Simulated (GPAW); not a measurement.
# How the smearing moves the magnetism of free-standing square Co monolayer, spacing 2.8 A

Two starts of free-standing square Co monolayer, spacing 2.8 A are run at each rung of the smearing. Which rung is enough?

Program: GPAW 26.7.0. Level of theory: PBE; plane waves with GPAW's PAW setups, scalar-relativistic. Results are calculated unless marked as measured.

## Step 1: Starting point

The cell holds 1 atom: 1 Co. Its edges and angles: a = 2.800 Å, b = 2.800 Å, c = 14.000 Å, α = 90.0°, β = 90.0°, γ = 90.0°. model lattice. Vacuum lies along c.

## Step 2: Rung 1 (width 0.4 eV), start ferro +

A wide smearing converges easily but acts like a high temperature on the moments; each rung narrows it.

File order1.py:

```python
import json
import numpy as np
from ase import Atoms
from ase.parallel import paropen, parprint
from gpaw import GPAW

atoms = Atoms(['Co'],
    cell=[[2.8, 0.0, 0.0],
         [0.0, 2.8, 0.0],
         [0.0, 0.0, 14.0]],
    scaled_positions=[[0.0, 0.0, 0.5]],
    pbc=True,
    magmoms=[2.0])
atoms.calc = GPAW(mode={'name': 'pw', 'ecut': 550},
    xc='PBE',
    kpts={'size': (10, 10, 1), 'gamma': True},
    occupations={'name': 'fermi-dirac', 'width': 0.4},
    convergence={'density': 1e-05, 'energy': 1e-05},
    maxiter=200,
    symmetry={'tolerance': 1e-4},
    txt='order1.txt')
e = atoms.get_potential_energy(force_consistent=True)
res = {'free_energy': e, 'energy_sigma0': atoms.get_potential_energy(), 'fermi_energy': atoms.calc.get_fermi_level()}
res['moments'] = atoms.get_magnetic_moments().tolist()
res['total'] = atoms.get_magnetic_moment()
parprint('site moments (muB):', np.round(res['moments'], 3))
parprint(f"total moment: {res['total']:.3f} muB")
parprint(f'free energy: {e:.6f} eV')
atoms.calc.write('order1.gpw')
with paropen('results.json', 'w') as f:
    json.dump(res, f)
```

On the command line:

```bash
$ OMP_NUM_THREADS=1 python3 order1.py > order1.log
```

The log of the run:

```text
site moments (muB): [1.99]
total moment: 2.103 muB
free energy: -6.210459 eV

--- order1.txt ---
Input parameters:
  mode=PW(ecut=550),
  convergence={'density': 1e-05, 'energy': 1e-05},
  kpts=MonkhorstPack(size=(10, 10, 1), gamma=True),
  maxiter=200,
  occupations=Occupations(name='fermi-dirac', width=0.4),
  symmetry=Symmetry(tolerance=0.0001),
  xc=XC(name='PBE')

Diagonalizing LCAO Hamiltonian
Converting LCAO to pw mode
   .------.
  /|      |
 * |      |
 | |      |
 | |      |
 | |      |
 | |      |
 | |      |
 | |      |
 | |      |
 Co|      |
 | |      |
 | |      |
 | |      |
 | |      |
 | |      |
 | |      |
 | .------.
 |/      /
 *------*

Atoms  # Å, Bohr magnetons
|   | symbol |        x |        y |        z |    initial magnetic moments |
|---|--------|----------|----------|----------|-----------------------------|
| 0 |     Co | 0.000000 | 0.000000 | 7.000000 | ( 0.0000,  0.0000,  2.0000) |

Unit cell  # Å
| periodic |        x |        y |         z |   lengths |    angles |
|----------|----------|----------|-----------|-----------|-----------|
|      yes | 2.800000 | 0.000000 |  0.000000 |  2.800000 | 90.000000 |
|      yes | 0.000000 | 2.800000 |  0.000000 |  2.800000 | 90.000000 |
|      yes | 0.000000 | 0.000000 | 14.000000 | 14.000000 | 90.000000 |

Number of symmetries: 16

BZ-sampling:
  Number of BZ points: 100
  Number of IBZ points: 21

  Monkhorst-Pack size: [10, 10, 1]
  Monkhorst-Pack shift: [0.05, 0.05, 0.0]

Plane wave coefficients: 3257
Cutoff: 550.0 eV

Spin-components: 2 (collinear spins)
Bands:           9
Projectors:      6
Spin-degeneracy: 1
Datatype:        complex128

Parallelization:
  kpt:    1
  domain: 1
  band:   1

Density:
  Valence electrons: 9.0
  Components: 2
  Grid points: [16 16 80]
  Charge: 0.0  # |e|

Potential:
  Grid points: [16 16 80]

[... setups left out ...]
Reference energy: -37902.709906  # eV

eigensolver:
  PPCG
  Converge bands: occupied
  niter=2

density mixing:
  MSR1-Mixer
  Pratt-step length: 0.05
  Maximum mixing coefficient: 0.75
  Old densities: 10
  SVD Regularization: 0.005
  Good broyden scale: 1.0
  Trust region scale: 1.0
  Backstep threshold: 4.0
  History deletion threshold: 6.0
  Fourier metric: weight=20.0, sigma=0.015

occupation numbers:
  Fermi-Dirac:
    width: 0.4000  # eV

poisson solver:
  ecut: 4400.0  # eV

xc functional:
  name: PBE with 2 nearest neighbor stencil

convergence criteria:
- Maximum integral of absolute [dens]ity change: 1e-05 electrons / valence electron
- Maximum [total energy] change in last 3 cyles: 1e-05 eV / valence electron
- Maximum integral of absolute [eigenst]ate change: 4e-08 eV^2 / valence electron
maximum number of iterations: 200

SCF iterations
|iter     |      energy | eigst |  dens |  magmom |
|---------|-------------|-------|-------|---------|
|iter:   1|       0s |   -6.133885 | -0.30 |       |  +2.0031|
|iter:   2|       1s |   -5.827347 | -1.36 | -0.77 |  +1.9920|
|iter:   3|       2s |   -5.511760 | -0.89 | -0.92 |  +1.9818|
|iter:   4|       3s |   -5.516539 | -2.84 | -1.39 |  +2.0013|
|iter:   5|       4s |   -5.537014 | -2.46 | -1.49 |  +2.0571|
|iter:   6|       5s |   -5.544329 | -3.44 | -1.96 |  +2.0775|
|iter:   7|       7s |   -5.551632 | -3.37 | -2.20 |  +2.1019|
|iter:   8|       8s |   -5.552149 | -4.65 | -2.59 |  +2.1023|
|iter:   9|       9s |   -5.552773 | -4.90 | -2.98 |  +2.1030|
|iter:  10|      10s |   -5.552802 | -6.28 | -3.53 |  +2.1028|
|iter:  11|      11s |   -5.552904 | -6.07 | -3.83 |  +2.1026|
|iter:  12|      12s |   -5.552914 | -7.22 | -4.06 |  +2.1026|
|iter:  13|      13s |   -5.552916c| -7.59c| -4.60 |  +2.1027|
|iter:  14|      13s |   -5.552915c| -8.18c| -5.11c|  +2.1027|

Converged in 14 steps
Energy contributions relative to reference atoms: (reference = -37902.709906)

Energy contributions:
  Kinetic:          10.485184
  Coulomb:          -8.692401
  Zero:             -0.093695
  External:          0.000000
  Xc:               -6.594458
  Entropy:          -1.315088
  Spinorbit:         0.000000
  ----------------------------
  Free energy:      -6.210459
  Extrapolated:     -5.552915

dipole moment: (-7.452197, -7.452197, -0.000006)  # |e|*Ang

Total magnetic moment: (0.000000, 0.000000, 2.102683)

Local magnetic moments
|        x |        y |        z |
|----------|----------|----------|
| 0.000000 | 0.000000 | 1.989644 |  # Co   0

Fermi level: -2.846
Eigenvalues  # (at kpt = [0.000, 0.000, 0.000])
| band index |      eig [eV] | occ [0-1] |      eig [eV] | occ [0-1] |
|------------|---------------|-----------|---------------|-----------|
|          0 |        -7.184 |     1.000 |        -6.824 |     1.000 |
|          1 |        -5.632 |     0.999 |        -4.128 |     0.961 |
|          2 |        -5.088 |     0.996 |        -3.239 |     0.728 |
|          3 |        -4.545 |     0.986 |        -2.501 |     0.297 |
|          4 |        -4.545 |     0.986 |        -2.501 |     0.297 |
|          5 |        -4.409 |     0.980 |        -2.042 |     0.118 |
|          6 |        -1.827 |     0.073 |        -1.653 |     0.048 |
|          7 |         1.206 |     0.000 |         1.228 |     0.000 |
|          8 |         2.364 |     0.000 |         2.346 |     0.000 |

No gap
No difference between direct/indirect transitions
```

Wall time 18 s (1 MPI rank of Intel Xeon Platinum 8488C (Sapphire Rapids), shared host); peak memory 0.2 GiB.

Read from the output:

- magnetization: 2.103 μB
- final state: ferromagnetic
- largest moment: 1.990 μB

After 14 cycles the largest moment stands at 1.99 μB.

## Step 3: Rung 1 (width 0.4 eV), start antiferro q=(0,1/2,0) +-

The second start gives the energy difference between the two end states, the quantity that is followed up the ladder. Its q is in fractions of the reciprocal vectors of the first run's cell.

order2.py is the script of step 2 with these lines changed:

```diff
@@ -6,12 +6,13 @@
 
-atoms = Atoms(['Co'],
+atoms = Atoms(['Co', 'Co'],
     cell=[[2.8, 0.0, 0.0],
-         [0.0, 2.8, 0.0],
+         [0.0, 5.6, 0.0],
          [0.0, 0.0, 14.0]],
-    scaled_positions=[[0.0, 0.0, 0.5]],
+    scaled_positions=[[0.0, 0.0, 0.5],
+         [0.0, 0.5, 0.5]],
     pbc=True,
-    magmoms=[2.0])
+    magmoms=[2.0, -2.0])
 atoms.calc = GPAW(mode={'name': 'pw', 'ecut': 550},
     xc='PBE',
-    kpts={'size': (10, 10, 1), 'gamma': True},
+    kpts={'size': (10, 5, 1), 'gamma': True},
     occupations={'name': 'fermi-dirac', 'width': 0.4},
@@ -20,3 +21,3 @@
     symmetry={'tolerance': 1e-4},
-    txt='order1.txt')
+    txt='order2.txt')
 e = atoms.get_potential_energy(force_consistent=True)
@@ -28,3 +29,3 @@
 parprint(f'free energy: {e:.6f} eV')
-atoms.calc.write('order1.gpw')
+atoms.calc.write('order2.gpw')
 with paropen('results.json', 'w') as f:
```

On the command line:

```bash
$ OMP_NUM_THREADS=1 python3 order2.py > order2.log
```

The log of the run:

```text
site moments (muB): [ 1.905 -1.905]
total moment: -0.000 muB
free energy: -12.333722 eV

--- order2.txt ---
Input parameters:
  mode=PW(ecut=550),
  convergence={'density': 1e-05, 'energy': 1e-05},
  kpts=MonkhorstPack(size=(10, 5, 1), gamma=True),
  maxiter=200,
  occupations=Occupations(name='fermi-dirac', width=0.4),
  symmetry=Symmetry(tolerance=0.0001),
  xc=XC(name='PBE')

Diagonalizing LCAO Hamiltonian
Converting LCAO to pw mode
    .------.
   /|      |
  / |      |
 *  |      |
 |  |      |
 |  |      |
 |  |      |
 |  |      |
 |  |      |
 |  |      |
 | Co      |
 Co |      |
 |  |      |
 |  |      |
 |  |      |
 |  |      |
 |  |      |
 |  .------.
 | /      /
 |/      /
 *------*

Atoms  # Å, Bohr magnetons
|   | symbol |        x |        y |        z |    initial magnetic moments |
|---|--------|----------|----------|----------|-----------------------------|
| 0 |     Co | 0.000000 | 0.000000 | 7.000000 | ( 0.0000,  0.0000,  2.0000) |
| 1 |     Co | 0.000000 | 2.800000 | 7.000000 | ( 0.0000,  0.0000, -2.0000) |

Number of symmetries: 8

BZ-sampling:
  Number of BZ points: 50
  Number of IBZ points: 18

  Monkhorst-Pack size: [10, 5, 1]
  Monkhorst-Pack shift: [0.05, 0.0, 0.0]

Plane wave coefficients: 6459
Cutoff: 550.0 eV

Spin-components: 2 (collinear spins)
Bands:           15
Projectors:      12
Spin-degeneracy: 1
Datatype:        complex128

Parallelization:
  kpt:    1
  domain: 1
  band:   1

Density:
  Valence electrons: 18.0
  Components: 2
  Grid points: [16 32 80]
  Charge: 0.0  # |e|

Potential:
  Grid points: [16 32 80]

[... setups left out ...]
[...]
|iter:  13|      35s |  -10.920215 | -6.20 | -3.88 |  +0.0000|
|iter:  14|      38s |  -10.920277 | -7.15 | -4.12 |  +0.0000|
|iter:  15|      41s |  -10.920295c| -7.46c| -4.45 |  -0.0000|
|iter:  16|      42s |  -10.920293c| -7.87c| -4.80 |  +0.0000|
|iter:  17|      44s |  -10.920292c| -8.31c| -5.33c|  -0.0000|

Converged in 17 steps
Energy contributions relative to reference atoms: (reference = -75805.419811)

Energy contributions:
  Kinetic:          21.770740
  Coulomb:         -17.984031
  Zero:             -0.189881
  External:          0.000000
  Xc:              -13.103689
  Entropy:          -2.826861
  Spinorbit:         0.000000
  ----------------------------
  Free energy:     -12.333722
  Extrapolated:    -10.920292

dipole moment: (-14.901308, -14.901310, -0.000012)  # |e|*Ang

Total magnetic moment: (0.000000, 0.000000, -0.000000)

Local magnetic moments
|        x |        y |         z |
|----------|----------|-----------|
| 0.000000 | 0.000000 |  1.905377 |  # Co   0
| 0.000000 | 0.000000 | -1.905377 |  # Co   1

Fermi level: -2.838
Eigenvalues  # (at kpt = [0.000, 0.000, 0.000])
| band index |      eig [eV] | occ [0-1] |      eig [eV] | occ [0-1] |
|------------|---------------|-----------|---------------|-----------|
|          0 |        -7.010 |     1.000 |        -7.010 |     1.000 |
|          1 |        -5.507 |     0.999 |        -5.507 |     0.999 |
|          2 |        -5.005 |     0.996 |        -5.005 |     0.996 |
|          3 |        -4.934 |     0.995 |        -4.934 |     0.995 |
|          4 |        -4.568 |     0.987 |        -4.568 |     0.987 |
[...]
|         11 |        -1.852 |     0.078 |        -1.852 |     0.078 |
|         12 |        -1.737 |     0.060 |        -1.737 |     0.060 |
|         13 |        -0.349 |     0.002 |        -0.349 |     0.002 |
|         14 |         1.218 |     0.000 |         1.218 |     0.000 |

No gap
No difference between direct/indirect transitions
```

Run time: 50 s. Hardware: 1 MPI rank; peak memory 0.31 GiB.

Read from the output:

```
magnetization  : 0 μB
final state    : antiferromagnetic
largest moment : 1.905 μB
```

This start lies +43.6 meV a seeded atom from the first; its largest moment is 1.91 μB.

## Step 4: Rung 2 (width 0.2 eV), start ferro +

order1.py is the script of step 2 with these lines changed:

```diff
@@ -16,3 +16,3 @@
     kpts={'size': (10, 10, 1), 'gamma': True},
-    occupations={'name': 'fermi-dirac', 'width': 0.4},
+    occupations={'name': 'fermi-dirac', 'width': 0.2},
     convergence={'density': 1e-05, 'energy': 1e-05},
```

On the command line:

```bash
$ OMP_NUM_THREADS=1 python3 order1.py > order1.log
```

The log of the run:

```text
site moments (muB): [2.088]
total moment: 2.183 muB
free energy: -5.681154 eV

--- order1.txt ---
Input parameters:
  mode=PW(ecut=550),
  convergence={'density': 1e-05, 'energy': 1e-05},
  kpts=MonkhorstPack(size=(10, 10, 1), gamma=True),
  maxiter=200,
  occupations=Occupations(name='fermi-dirac', width=0.2),
  symmetry=Symmetry(tolerance=0.0001),
  xc=XC(name='PBE')

Diagonalizing LCAO Hamiltonian
[...]
|          3 |        -4.501 |     1.000 |        -2.610 |     0.327 |
|          4 |        -4.393 |     1.000 |        -2.610 |     0.327 |
|          5 |        -4.393 |     1.000 |        -1.742 |     0.006 |
|          6 |        -1.785 |     0.008 |        -1.596 |     0.003 |
|          7 |         1.199 |     0.000 |         1.235 |     0.000 |
|          8 |         2.375 |     0.000 |         2.348 |     0.000 |

No gap
No difference between direct/indirect transitions


[key lines of the parts left out:]
Free energy:      -5.681154
Converged in 19 steps
dipole moment: (-7.456907, -7.456907, -0.000006)  # |e|*Ang
Fermi level: -2.755
```

Elapsed: 22 s, on 1 MPI rank; peak memory 0.2 GiB.

This step gave:

```yaml
magnetization: 2.183 μB
final_state: ferromagnetic
largest_moment: 2.088 μB
```

The largest moment moves by +0.10 μB from rung 1, at 1.3 times its CPU time.

## Step 5: Rung 2 (width 0.2 eV), start antiferro q=(0,1/2,0) +-

order2.py is the script of step 3 with these lines changed:

```diff
@@ -17,3 +17,3 @@
     kpts={'size': (10, 5, 1), 'gamma': True},
-    occupations={'name': 'fermi-dirac', 'width': 0.4},
+    occupations={'name': 'fermi-dirac', 'width': 0.2},
     convergence={'density': 1e-05, 'energy': 1e-05},
```

On the command line:

```bash
$ OMP_NUM_THREADS=1 python3 order2.py > order2.log
```

The log of the run:

```text
site moments (muB): [ 2.005 -2.005]
total moment: 0.000 muB
free energy: -11.173080 eV

--- order2.txt ---
Input parameters:
  mode=PW(ecut=550),
  convergence={'density': 1e-05, 'energy': 1e-05},
  kpts=MonkhorstPack(size=(10, 5, 1), gamma=True),
  maxiter=200,
  occupations=Occupations(name='fermi-dirac', width=0.2),
  symmetry=Symmetry(tolerance=0.0001),
  xc=XC(name='PBE')

Diagonalizing LCAO Hamiltonian
[...]
|          3 |        -4.702 |     1.000 |        -4.702 |     1.000 |
|          4 |        -4.638 |     1.000 |        -4.638 |     1.000 |
[...]
|         11 |        -1.709 |     0.007 |        -1.709 |     0.007 |
|         12 |        -1.671 |     0.006 |        -1.671 |     0.006 |
|         13 |        -0.208 |     0.000 |        -0.208 |     0.000 |
|         14 |         1.224 |     0.000 |         1.224 |     0.000 |

No gap
No difference between direct/indirect transitions


[key lines of the parts left out:]
Free energy:     -11.173080
Converged in 24 steps
dipole moment: (-14.907400, -14.907403, -0.000012)  # |e|*Ang
Fermi level: -2.705
```

It took 75 s on 1 MPI rank; peak memory 0.31 GiB.

This step gave:

| Quantity | Value |
| --- | --- |
| magnetization | 0 μB |
| final state | antiferromagnetic |
| largest moment | 2.005 μB |

This start lies +94.6 meV a seeded atom from the first, a change of +51.0 meV since rung 1; its largest moment is 2.00 μB.

## Step 6: Rung 3 (width 0.1 eV), start ferro +

order1.py is the script of step 4 with these lines changed:

```diff
@@ -16,3 +16,3 @@
     kpts={'size': (10, 10, 1), 'gamma': True},
-    occupations={'name': 'fermi-dirac', 'width': 0.2},
+    occupations={'name': 'fermi-dirac', 'width': 0.1},
     convergence={'density': 1e-05, 'energy': 1e-05},
```

On the command line:

```bash
$ OMP_NUM_THREADS=1 python3 order1.py > order1.log
```

The log of the run:

```text
site moments (muB): [2.093]
total moment: 2.204 muB
free energy: -5.554338 eV

--- order1.txt ---
Input parameters:
  mode=PW(ecut=550),
  convergence={'density': 1e-05, 'energy': 1e-05},
  kpts=MonkhorstPack(size=(10, 10, 1), gamma=True),
  maxiter=200,
  occupations=Occupations(name='fermi-dirac', width=0.1),
  symmetry=Symmetry(tolerance=0.0001),
  xc=XC(name='PBE')

Diagonalizing LCAO Hamiltonian
[...]
|          3 |        -4.440 |     1.000 |        -2.646 |     0.395 |
|          4 |        -4.229 |     1.000 |        -2.574 |     0.241 |
|          5 |        -4.229 |     1.000 |        -1.586 |     0.000 |
|          6 |        -1.762 |     0.000 |        -1.543 |     0.000 |
|          7 |         1.179 |     0.000 |         1.255 |     0.000 |
|          8 |         2.357 |     0.000 |         2.373 |     0.000 |

No gap
No difference between direct/indirect transitions


[key lines of the parts left out:]
Free energy:      -5.554338
Converged in 18 steps
dipole moment: (-7.457276, -7.457276, -0.000006)  # |e|*Ang
Fermi level: -2.689
```

Wall time 24 s (1 MPI rank); peak memory 0.21 GiB.

Numbers from this step:

```
magnetization  : 2.204 μB
final state    : ferromagnetic
largest moment : 2.093 μB
```

The largest moment moves by +0.01 μB from rung 2, at 1.1 times its CPU time.

## Step 7: Rung 3 (width 0.1 eV), start antiferro q=(0,1/2,0) +-

order2.py is the script of step 5 with these lines changed:

```diff
@@ -17,3 +17,3 @@
     kpts={'size': (10, 5, 1), 'gamma': True},
-    occupations={'name': 'fermi-dirac', 'width': 0.2},
+    occupations={'name': 'fermi-dirac', 'width': 0.1},
     convergence={'density': 1e-05, 'energy': 1e-05},
```

On the command line:

```bash
$ OMP_NUM_THREADS=1 python3 order2.py > order2.log
```

The log of the run:

```text
site moments (muB): [ 2.017 -2.017]
total moment: 0.000 muB
free energy: -10.910332 eV

--- order2.txt ---
Input parameters:
  mode=PW(ecut=550),
  convergence={'density': 1e-05, 'energy': 1e-05},
  kpts=MonkhorstPack(size=(10, 5, 1), gamma=True),
  maxiter=200,
  occupations=Occupations(name='fermi-dirac', width=0.1),
  symmetry=Symmetry(tolerance=0.0001),
  xc=XC(name='PBE')

Diagonalizing LCAO Hamiltonian
[...]
|          3 |        -4.714 |     1.000 |        -4.714 |     1.000 |
|          4 |        -4.589 |     1.000 |        -4.589 |     1.000 |
[...]
|         11 |        -1.688 |     0.000 |        -1.688 |     0.000 |
|         12 |        -1.657 |     0.000 |        -1.657 |     0.000 |
|         13 |        -0.184 |     0.000 |        -0.184 |     0.000 |
|         14 |         1.231 |     0.000 |         1.231 |     0.000 |

No gap
No difference between direct/indirect transitions


[key lines of the parts left out:]
Free energy:     -10.910332
Converged in 18 steps
dipole moment: (-14.908996, -14.908998, -0.000012)  # |e|*Ang
Fermi level: -2.714
```

Elapsed: 57 s, on 1 MPI rank; peak memory 0.31 GiB.

Numbers from this step:

```yaml
magnetization: 0 μB
final_state: antiferromagnetic
largest_moment: 2.017 μB
```

This start lies +99.2 meV a seeded atom from the first, a change of +4.6 meV since rung 2; its largest moment is 2.02 μB.

## Step 8: Rung 4 (width 0.05 eV), start ferro +

order1.py is the script of step 6 with these lines changed:

```diff
@@ -16,3 +16,3 @@
     kpts={'size': (10, 10, 1), 'gamma': True},
-    occupations={'name': 'fermi-dirac', 'width': 0.1},
+    occupations={'name': 'fermi-dirac', 'width': 0.05},
     convergence={'density': 1e-05, 'energy': 1e-05},
```

On the command line:

```bash
$ OMP_NUM_THREADS=1 python3 order1.py > order1.log
```

The log of the run:

```text
site moments (muB): [2.097]
total moment: 2.218 muB
free energy: -5.521923 eV

--- order1.txt ---
Input parameters:
  mode=PW(ecut=550),
  convergence={'density': 1e-05, 'energy': 1e-05},
  kpts=MonkhorstPack(size=(10, 10, 1), gamma=True),
  maxiter=200,
  occupations=Occupations(name='fermi-dirac', width=0.05),
  symmetry=Symmetry(tolerance=0.0001),
  xc=XC(name='PBE')

Diagonalizing LCAO Hamiltonian
[...]
|          3 |        -4.438 |     1.000 |        -2.651 |     0.334 |
|          4 |        -4.207 |     1.000 |        -2.539 |     0.050 |
|          5 |        -4.207 |     1.000 |        -1.581 |     0.000 |
|          6 |        -1.761 |     0.000 |        -1.533 |     0.000 |
|          7 |         1.176 |     0.000 |         1.264 |     0.000 |
|          8 |         2.354 |     0.000 |         2.384 |     0.000 |

No gap
No difference between direct/indirect transitions


[key lines of the parts left out:]
Free energy:      -5.521923
Converged in 20 steps
dipole moment: (-7.457428, -7.457428, -0.000006)  # |e|*Ang
Fermi level: -2.686
```

The job ended after 25 s (1 MPI rank; peak memory 0.21 GiB).

Numbers from this step:

```yaml
magnetization: 2.218 μB
final_state: ferromagnetic
largest_moment: 2.097 μB
```

The largest moment is that of rung 3, at 1.0 times its CPU time.

[end of part 1 of 2]

[Logs and program files are shortened in this print: banners, set-up blocks, solver, clock and traceback lines can be left out without a mark of their own.]

[Logs are printed without paths, hosts, clocks, repeated set-up lines and the standing remarks that a program may print on its own settings, such as how far it seeks lower states.]

[Hosts, paths, dates, database ids (printed as entryN), source tags and the programs' standing remarks are cut or masked in the printed files.]

[Where a cell is said to come from a database of computed structures, the database is the Materials Project.]
